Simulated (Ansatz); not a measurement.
Write the native input for Ansatz 0.2.0 that does the following.

```
Task                                : band structure
Functional                          : BLYP
Potentials or basis                 : Ansatz PAW
Cutoff                              : 420 eV (not typed: the program's choice for these potentials)
k mesh                              : 5 × 5 × 5
Occupations                         : fermi-dirac, width 0.05 eV
Spin                                : no spin polarisation
Path                                : [["G", "Y", "H", "C", "E", "M1", "A", "X", "H1"], ["M", "D", "Z"], ["Y", "D"]]
Points for each segment of the path : 10
```

HfO2:

```
Hf O
1.0
     5.11800    0.00000    0.00000
     0.00000    5.18570    0.00000
    -0.85866    0.00000    5.21387
Hf O
4 8
Direct
  0.27550 0.46030 0.70800
  0.72450 0.96030 0.79200
  0.72450 0.53970 0.29200
  0.27550 0.03970 0.20800
  0.07420 0.16840 0.84670
  0.92580 0.66840 0.65330
  0.92580 0.83160 0.15330
  0.07420 0.33160 0.34670
  0.44870 0.74190 0.98010
  0.55130 0.24190 0.51990
  0.55130 0.25810 0.01990
  0.44870 0.75810 0.48010
```

These files were run (other wordings do the same):

input.yaml

```yaml
crystal:
  lattice:
    - [5.118, 0.0, 0.0]
    - [0.0, 5.1857, 0.0]
    - [-0.8586630598, 0.0, 5.2138671406]
  atoms:
    - { symbol: Hf, position: [0.2755, 0.4603, 0.708] }
    - { symbol: Hf, position: [0.7245, 0.9603, 0.792] }
    - { symbol: Hf, position: [0.7245, 0.5397, 0.292] }
    - { symbol: Hf, position: [0.2755, 0.0397, 0.208] }
    - { symbol: O, position: [0.0742, 0.1684, 0.8467] }
    - { symbol: O, position: [0.9258, 0.6684, 0.6533] }
    - { symbol: O, position: [0.9258, 0.8316, 0.1533] }
    - { symbol: O, position: [0.0742, 0.3316, 0.3467] }
    - { symbol: O, position: [0.4487, 0.7419, 0.9801] }
    - { symbol: O, position: [0.5513, 0.2419, 0.5199] }
    - { symbol: O, position: [0.5513, 0.2581, 0.0199] }
    - { symbol: O, position: [0.4487, 0.7581, 0.4801] }
hamiltonian:
  xc: blyp
  pseudopotentials: { kind: paw }
kpoints:
  mp_grid: { grid: [5, 5, 5] }
  band_path:
    path:
      - [[0.0, 0.0, 0.0], [0.0, 0.0, 0.5], [-0.4327310173, 0.0, 0.5726006525], [-0.5, 0.0, 0.5], [-0.5, 0.5, 0.5], [-0.5672689827, 0.5, 0.4273993475], [-0.5, 0.5, 0.0], [-0.5, 0.0, 0.0], [-0.5672689827, 0.0, 0.4273993475]]
      - [[-0.4327310173, 0.5, 0.5726006525], [0.0, 0.5, 0.5], [0.0, 0.5, 0.0]]
      - [[0.0, 0.0, 0.5], [0.0, 0.5, 0.5]]
    npoints: 10
scf:
  occupations: { method: fermi_dirac, width: 0.05 }
  n_extra_bands: 30
output:
  forces: true
  stress: true
  eigenvalues: true
  fatbands: false
```

Potentials or basis: Ansatz PAW.

Command:

```console
$ ansatz run input.yaml --threads 4 --pin off --max-ram 11264MiB --backend cpu --events-out ev --progress --plain --runs-dir out
```

Results of the run:

```
Pressure                : 12.0 GPa
Largest force           : 0.521 eV/Å
Band gap on the k mesh  : 4.24 eV, indirect (least direct gap 4.30 eV)
Band gap along the path : 4.19 eV, indirect (least direct gap 4.26 eV)
```

Caveat: the k mesh misses the band edges, so the gap on the mesh is wider than the one along the path; the pressure holds a Pulay correction of +0.9 GPa for the finite cutoff; spin-orbit coupling is left out, which moves the levels of the heavy elements; the PAW data sets come from PBE, with cores solved anew for the run's functional, which leaves a small shift of forces and pressure.

Run time: 47 s on 4 threads of Intel(R) Xeon(R) Processor @ 2.50GHz (Skylake/Cascade Lake), with other jobs on the host, peak memory 1.1 GiB.
